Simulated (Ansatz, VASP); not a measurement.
# W in VASP and in Ansatz

```
CELL_PARAMETERS angstrom
3.18342 0.00000 0.00000
0.00000 3.18342 0.00000
0.00000 0.00000 19.18340
ATOMIC_POSITIONS crystal
W 0.00000 0.00000 0.42326
W 0.50000 0.50000 0.50000
W 0.00000 0.00000 0.57674
```

Alike in both runs: functional PBE; k mesh 11 × 11 × 1; occupations fermi-dirac, width 0.08 eV; no spin polarisation.

Ansatz relaxed the structure, and its values are those at the end. VASP's run is a single point on that final structure, the one shown.

|  | VASP | Ansatz |
| --- | --- | --- |
| version | VASP 6.6.1 | Ansatz 0.2.0 |
| potentials or method | VASP PAW PBE potentials, release 64 (W_sv) | PAW with Ansatz's default frozen-core files, scalar-relativistic |
| plane-wave cutoff (eV) | 520 | 420 |
| valence electrons in the cell | 42 | 42 |

|  | VASP | Ansatz | Ansatz less VASP |
| --- | --- | --- | --- |
| rms of the force components (eV/Å) | 0.019 | 0.002 | -0.0163 |

Ansatz warned: «stress_scf_threshold_loose».

The runs have no spin-orbit coupling, so splittings on W are missing.
